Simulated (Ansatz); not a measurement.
# Symmetry broken, then relaxed in C

Theory: DFT PBE+D3(BJ), scalar-relativistic, plane waves, PAW (Ansatz 0.2.0). Cutoff 420 eV, Γ-centred 18×18×6 k-points, Gaussian smearing of 0.15 eV. No spin polarisation. Energies are free energies at this smearing, counted from the undisturbed cell; pressure is positive in compression.

The undisturbed cell (relaxed at this level):

```yaml
crystal:
  lattice:
    - [2.46498, 0.00000, 0.00000]
    - [-1.23249, 2.13474, 0.00000]
    - [0.00000, 0.00000, 6.73843]
  atoms:
    - { symbol: C, position: [0.00000, 0.00000, 0.00250] }
    - { symbol: C, position: [0.00000, 0.00000, 0.50250] }
    - { symbol: C, position: [0.33333, 0.66667, 0.00250] }
    - { symbol: C, position: [0.66667, 0.33333, 0.50250] }
```

The atoms are displaced (Å, in the unstrained cell):

| atom | ux | uy | uz |
| --- | --- | --- | --- |
| C1 | -0.044 | 0.085 | 0.057 |
| C2 | -0.082 | -0.043 | -0.003 |
| C3 | 0.040 | -0.104 | -0.097 |
| C4 | 0.086 | 0.061 | 0.042 |

The cell is strained by (-0.0031, 0.0115, 0.0089, -0.0119, 0.0010, 0.0115) (xx, yy, zz, yz, xz, xy; engineering shear). Cell and atoms are then relaxed.

Task: Does the relaxation return to the undisturbed structure?

Result: Yes (up to a choice of domain or origin): same space group and volume, and an energy 0.0 meV/atom from it. The disturbance itself cost 535.2 meV/atom. The final space group reads P6_3/mmc (tolerance 0.05 Å) and the volume changes by 0.11 %.

Final structure:

```
C
1.0
     2.46501   -0.00002   -0.00029
    -1.23252    2.13472   -0.00382
    -0.00073   -0.01244    6.74580
C
4
Cartesian
  0.0006 0.0013 0.0166
  1.2315 2.1271 3.3859
  0.0006 1.4245 0.0140
  1.2315 0.7040 3.3885
```

The relaxation, step by step (energy from the first step; small jumps at an unchanged geometry come where the plane waves are selected anew for the new cell):

```tsv
step	ΔE (meV/atom)	largest force component (eV/Å)	pressure (GPa)
1	0.0	10.152	10.55
2	-353.7	4.626	-7.18
3	-534.5	0.064	-1.71
4	-535.2	0.004	-0.13
5	-535.4	0.007	-0.07
6	-535.5	0.001	0.00
7	-535.2	0.001	-0.16
8	-535.3	0.001	-0.01
9	-535.2	0.001	-0.01
```

Cost: 3 runs of about 6.8 core-minutes in all, on Arm Neoverse V2 (shared hosts).